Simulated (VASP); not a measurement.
# B (Pm-3m) in VASP: notebook

The runs below take B through band structure, with PW91, r2SCAN.

All numbers are computed with VASP 6.6.1; they aren't measurements. Logs are shortened: lines on timing, memory, paths and dates and some standing lists are left out, and cuts for length are marked.

## Step 1: The structure

Symmetry: Pm-3m, No. 221, cubic system. Conventional cell: a = 1.885 Å, b = 1.885 Å, c = 1.885 Å, α = 90.00°, β = 90.00°, γ = 90.00°. B (site symmetry m-3m) has 6 B at 1.89 Å as nearest neighbours.

The cell was built by a generator and needn't be a form met in nature.

## Step 2: Band structure, PW91

INCAR reads:

```
  PREC = Accurate
  ENCUT = 520
  EDIFF = 1E-6
  ISMEAR = -1
  SIGMA = 0.05
  LREAL = False
  LASPH = True
  NELM = 100
  ALGO = Fast
  ISIF = 2
  LWAVE = False
  LCHARG = False
  GGA = 91
```

KPOINTS reads:

```
regular mesh
0
Gamma
  14 14 14
```

POSCAR reads:

```
B
1.0
    1.8852400000      0.0000000000      0.0000000000
    0.0000000000      1.8852400000      0.0000000000
    0.0000000000      0.0000000000      1.8852400000
B
1
Direct
    0.5000000000      0.5000000000      0.5000000000
```

KPOINTS_OPT reads:

```
path GXMGRX,MR
20
line-mode
reciprocal
 0.0000000000  0.0000000000  0.0000000000  G
 0.0000000000  0.5000000000  0.0000000000  X

 0.0000000000  0.5000000000  0.0000000000  X
 0.5000000000  0.5000000000  0.0000000000  M

 0.5000000000  0.5000000000  0.0000000000  M
 0.0000000000  0.0000000000  0.0000000000  G

 0.0000000000  0.0000000000  0.0000000000  G
 0.5000000000  0.5000000000  0.5000000000  R

 0.5000000000  0.5000000000  0.5000000000  R
 0.0000000000  0.5000000000  0.0000000000  X

 0.5000000000  0.5000000000  0.0000000000  M
 0.5000000000  0.5000000000  0.5000000000  R
```

Potentials or basis: VASP PAW PBE potentials, release 64 (B).

On the command line:

```bash
$ cat potpaw_PBE.64/B/POTCAR > POTCAR
$ mpirun -np 1 vasp_std > vasp.out
```

OUTCAR:

```text
PREC = Accurate
   ENCUT = 520
   EDIFF = 1E-6
   ISMEAR = -1
   LREAL = False
   LASPH = True
   NELM = 100
   ISIF = 2
   GGA = 91

 ion  position               nearest neighbor table
   1  0.500  0.500  0.500-

  LATTYP: Found a simple cubic cell.
 ALAT       =     1.8852400000

  Lattice vectors:

 A1 = (   1.8852400000,   0.0000000000,   0.0000000000)
 A2 = (   0.0000000000,   1.8852400000,   0.0000000000)
 A3 = (   0.0000000000,   0.0000000000,   1.8852400000)

Analysis of symmetry for initial positions (statically):
=====================================================================
 Subroutine PRICEL returns:
 Original cell was already a primitive cell.

 Routine SETGRP: Setting up the symmetry group for a
 simple cubic supercell.

 Subroutine GETGRP returns: Found 48 space group operations
 (whereof 48 operations were pure point group operations)
 out of a pool of 48 trial point group operations.

The static configuration has the point symmetry O_h .

Analysis of symmetry for dynamics (positions and initial velocities):
=====================================================================
 Subroutine PRICEL returns:
 Original cell was already a primitive cell.

 Routine SETGRP: Setting up the symmetry group for a
 simple cubic supercell.

 Subroutine GETGRP returns: Found 48 space group operations
 (whereof 48 operations were pure point group operations)
 out of a pool of 48 trial point group operations.

The dynamic configuration has the point symmetry O_h .

 Subroutine INISYM returns: Found 48 space group operations
 (whereof 48 operations are pure point group operations),
 and found     1 'primitive' translations

----------------------------------------------------------------------------------------

                                     Primitive cell

  volume of cell :       6.7004

  direct lattice vectors                    reciprocal lattice vectors
     1.885240000  0.000000000  0.000000000     0.530436443  0.000000000  0.000000000
     0.000000000  1.885240000  0.000000000     0.000000000  0.530436443  0.000000000
     0.000000000  0.000000000  1.885240000     0.000000000  0.000000000  0.530436443

  length of vectors
     1.885240000  1.885240000  1.885240000     0.530436443  0.530436443  0.530436443

  position of ions in fractional coordinates (direct lattice)
     0.500000000  0.500000000  0.500000000

  ion indices of the primitive-cell ions
   primitive index   ion index
                 1           1

----------------------------------------------------------------------------------------

 KPOINTS: regular mesh

Automatic generation of k-mesh.
 Grid dimensions read from file:
 generate k-points for:   14   14   14

 Generating k-lattice:

  Cartesian coordinates                     Fractional coordinates (reciprocal lattice)
     0.037888317  0.000000000  0.000000000     0.071428571  0.000000000  0.000000000
     0.000000000  0.037888317  0.000000000     0.000000000  0.071428571  0.000000000
     0.000000000  0.000000000  0.037888317     0.000000000  0.000000000  0.071428571

  Length of vectors
     0.037888317  0.037888317  0.037888317

  Shift w.r.t. Gamma in fractional coordinates (k-lattice)
     0.000000000  0.000000000  0.000000000

 Subroutine IBZKPT returns following result:
 ===========================================

 Found    120 irreducible k-points:

 Following reciprocal coordinates:
            Coordinates               Weight
  0.000000  0.000000  0.000000      1.000000
  0.071429  0.000000  0.000000      6.000000
  0.142857  0.000000  0.000000      6.000000
  0.214286  0.000000  0.000000      6.000000
  0.285714  0.000000  0.000000      6.000000
  0.357143  0.000000  0.000000      6.000000
[... 16 lines left out ...]
  0.285714  0.214286  0.000000     24.000000
  0.357143  0.214286  0.000000     24.000000
 [... further k-points ...]
   k-points           NKPTS =    120   k-points in BZ     NKDIM =    120   number of bands    NBANDS=      5
   number of dos      NEDOS =    301   number of ions     NIONS =      1
   total plane-waves  NPLWV =   2744
   dimension x,y,z NGX =    14 NGY =   14 NGZ =   14
   dimension x,y,z NGXF=    28 NGYF=   28 NGZF=   28
   ions per type =               1
   NGX,Y,Z   is equivalent  to a cutoff of  12.35, 12.35, 12.35 a.u.
   NGXF,Y,Z  is equivalent  to a cutoff of  24.69, 24.69, 24.69 a.u.
 SYSTEM =  unknown system
   PREC   = accura    normal or accurate (medium, high low for compatibility)
   ISTART =      0    job   : 0-new  1-cont  2-samecut
   ICHARG =      2    charge: 1-file 2-atom 10-const
   ISPIN  =      1    spin polarized calculation?
   LNONCOLLINEAR =      F non collinear calculations
   LSORBIT =      F    spin-orbit coupling
   LASPH  =      T    aspherical Exc in radial PAW
   ENCUT  =  520.0 eV  38.22 Ry    6.18 a.u.   3.51  3.51  3.51*2*pi/ulx,y,z
   NELM   =    100;   NELMIN=  2; NELMDL= -5     # of ELM steps
   EDIFF  = 0.1E-05   stopping-criterion for ELM
   LREAL  =      F    real-space projection
   EDIFFG = 0.1E-04   stopping-criterion for IOM
   NSW    =      0    number of steps for IOM
   IBRION =     -1    ionic relax: 0-MD 1-quasi-New 2-CG
   NFREE  =      0    steps in history (QN), initial steepest desc. (CG)
   ISIF   =      2    stress and relaxation
   ISYM   =      2    0-nonsym 1-usesym 2-fastsym
   POTIM  = 0.5000    time-step for ionic-motion
   TEBEG  =    0.0;   TEEND  =   0.0 temperature during run
   PSTRESS=    0.0 pullay stress
   NELECT =       3.0000    total number of electrons
   NUPDOWN=      -1.0000    fix difference up-down
   EMIN   =  10.00;   EMAX   =-10.00  energy-range for DOS
   EFERMI =   0.00;   METHOD = LEGACY
   ISMEAR =    -1;   SIGMA  =   0.05  broadening in eV -4-tet -1-fermi 0-gaus
   EFERMI_NEDOS =   21; number of points for ismear=-14 and -15
   IALGO  =     68    algorithm
   IMIX   =      4    mixing-type and parameters
     AMIX     =   0.40;   BMIX     =  1.00
     AMIX_MAG =   1.60;   BMIX_MAG =  1.00
  volume/ion in A,a.u.               =       6.70        45.22
  Fermi-wavevector in a.u.,A,eV,Ry     =   1.252416  2.366723 21.341361  1.568546
  Thomas-Fermi vector in A             =   2.386317
   LORBIT       =      0    0 simple, 1 ext, 2 COOP (PROOUT), +10 PAW based schemes
   GGA     = 91    functional components
   LHFCALC =     F    Hartree Fock is set to
   AEXX    =    0.0000 exact exchange contribution
   IVDW    =     0    specifies the selected vdW correction
   LEPSILON=     F    determine dielectric tensor
   LRPA    =     F    only Hartree local field effects (RPA)
 non-spin polarized calculation
 RMM-DIIS sequential band-by-band and
  energy-cutoff  :      520.00
  volume of cell :        6.70
 maximum number of plane-waves:       192
   NGX =  7   NGY =  7   NGZ =  7

 number of electron       3.0000000 magnetization

 Free energy of the ion-electron system (eV)
  ---------------------------------------------------
  ext. energy  EPLUGINS =         0.00000000
  ---------------------------------------------------
  free energy    TOTEN  =        -5.56480520 eV

  energy without entropy =       -5.56012768  energy(sigma->0) =       -5.56246644

 E-fermi :   6.9451     XC(G=0): -12.3560

 val. band max:        6.8807796671   @ k =   0.4286   0.2857   0.2857
 cond. band min:       6.9726552109   @ k =   0.4286   0.4286   0.2143
 fundamental gap:      0.0918755438
 Fermi energy:         6.9451403480

 k-point     1 :       0.0000    0.0000    0.0000
  band No.  band energies     occupation
      1      -8.7540      2.00000
      2      20.5555      0.00000
      3      20.5555      0.00000
      4      20.5555      0.00000
      5      31.0719      0.00000

 k-point     2 :       0.0714    0.0000    0.0000
  band No.  band energies     occupation
      1      -8.5807      2.00000
      2      18.8703      0.00000
      3      20.6998      0.00000
      4      20.6998      0.00000
      5      31.2741      0.00000

 k-point     3 :       0.1429    0.0000    0.0000
  band No.  band energies     occupation
      1      -8.0615      2.00000
      2      15.5324      0.00000
      3      21.1213      0.00000
      4      21.1213      0.00000
      5      31.8772      0.00000

 k-point     4 :       0.2143    0.0000    0.0000
  band No.  band energies     occupation
      1      -7.1983      2.00000
      2      11.9536      0.00000
      3      21.7818      0.00000
      4      21.7818      0.00000
      5      32.8686      0.00000

 k-point     5 :       0.2857    0.0000    0.0000
  band No.  band energies     occupation
      1      -5.9956      2.00000
      2       8.5196      0.00000
      3      22.6054      0.00000
      4      22.6054      0.00000
      5      34.2186      0.00000

 k-point     6 :       0.3571    0.0000    0.0000
  band No.  band energies     occupation
      1      -4.4652      2.00000
      2       5.3569      2.00000
      3      23.4580      0.00000
      4      23.4580      0.00000
      5      35.8453      0.00000
[... 113 lines left out ...]
 k-point    21 :       0.5000    0.1429    0.0000
  band No.  band energies     occupation
      1      -0.4544      2.00000
      2       1.2842      2.00000
      3      21.1191      0.00000
      4      24.8838      0.00000
      5      30.7222      0.00000

 k-point    22 :       0.2143    0.2143    0.0000
  band No.  band energies     occupation
      1      -5.6444      2.00000
      2      11.4008      0.00000
      3      15.9794      0.00000
      4      22.9651      0.00000
      5      34.4884      0.00000

 k-point    23 :       0.2857    0.2143    0.0000
  band No.  band energies     occupation
      1      -4.4457      2.00000
      2       9.1584      0.00000
      3      15.9937      0.00000
      4      23.7538      0.00000
      5      31.8002      0.00000

 k-point    24 :       0.3571    0.2143    0.0000
  band No.  band energies     occupation
      1      -2.9212      2.00000
      2       6.4032      1.99996
      3      16.9166      0.00000
      4      24.5636      0.00000
      5      29.2083      0.00000

 [... further k-points ...]

------------------------ aborting loop because EDIFF is reached ----------------------------------------

  FORCE on cell =-STRESS in cart. coord.  units (eV):
  Direction    XX          YY          ZZ          XY          YZ          ZX
  --------------------------------------------------------------------------------------
  -------------------------------------------------------------------------------------
  Total        0.0683353      0.0683353      0.0683353     -0.0000000      0.0000000      0.0000000
  in kB       16.3401404     16.3401404     16.3401404     -0.0000000      0.0000000      0.0000000
  external PRESSURE =      16.3401404 kB  Pullay stress =       0.0000000 kB

 VOLUME and BASIS-vectors are now :
 -----------------------------------------------------------------------------
  energy-cutoff  :      520.00
  volume of cell :        6.70
      direct lattice vectors                 reciprocal lattice vectors
     1.885240000  0.000000000  0.000000000     0.530436443  0.000000000  0.000000000
     0.000000000  1.885240000  0.000000000     0.000000000  0.530436443  0.000000000
     0.000000000  0.000000000  1.885240000     0.000000000  0.000000000  0.530436443

 POSITION                                       TOTAL-FORCE (eV/Angst)
 -----------------------------------------------------------------------------------
      0.94262      0.94262      0.94262         0.000000      0.000000      0.000000
 -----------------------------------------------------------------------------------
    total drift:                                0.000000      0.000000     -0.000000

  FREE ENERGIE OF THE ION-ELECTRON SYSTEM (eV)
  ---------------------------------------------------
  free  energy   TOTEN  =        -5.5648051978 eV

  energy  without entropy=       -5.5601276765  energy(sigma->0) =       -5.56246644
```

Run time: 2.3 s. Hardware: 1 thread of Intel Xeon Platinum 8559C (Emerald Rapids), shared host; peak memory 0.11 GiB.

Results:

```
Free energy             : -5.5648 eV
Pressure                : 1.6 GPa
Band gap along the path : none (metal or under the smearing width)
```

Levels at the corners of the path, in eV from the Fermi level:
```tsv
point	band 1	band 2	band 3	band 4	band 5
Γ	-15.70	13.61	13.61	13.61	24.13
X	-8.15	-6.17	17.45	17.45	30.06
X	-8.15	-6.17	17.45	17.45	30.06
M	-1.91	-1.91	4.31	8.32	20.58
M	-1.91	-1.91	4.31	8.32	20.58
Γ	-15.70	13.61	13.61	13.61	24.13
Γ	-15.70	13.61	13.61	13.61	24.13
R	3.42	3.42	3.42	16.71	16.71
R	3.42	3.42	3.42	16.71	16.71
X	-8.15	-6.17	17.45	17.45	30.06
M	-1.91	-1.91	4.31	8.32	20.58
R	3.42	3.42	3.42	16.71	16.71
```

Caveat: the PAW data sets were made with another functional, which shifts forces and pressure a little.

(Part 1 of 2 ends here.)
